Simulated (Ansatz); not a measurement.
Pb:

```
Pb
1.0
     0.00000    3.43900    3.43900
     3.43900    0.00000    3.43900
     3.43900    3.43900    0.00000
Pb
2
Direct
  0.25000 0.25000 0.25000
  0.00000 0.00000 0.00000
```

This isn't the form of Pb at room conditions, which is fcc.

Base run:

| Property | Result |
| --- | --- |
| Program | Ansatz 0.2.0 |
| Functional | PBE |
| Potentials or basis | all-electron LAPW, scalar-relativistic |
| Cutoff | 231 eV (chosen from the basis error) |
| Basis error allowed | 0.001 eV/atom |
| k mesh | 7 × 7 × 7 |
| Occupations | fermi-dirac, width 0.05 eV |
| Spin | no spin polarisation |

Its results: pressure 2.4 GPa.

Task: After a change of settings the same cell gave: pressure -0.7 GPa. Which change was it?
A. functional from PBE to LDA
B. functional from PBE to PBEsol
C. functional from PBE to RPBE
D. functional from PBE to BLYP

Result: A.

LDA binds more tightly than PBE, so the same cell stands under less pressure.
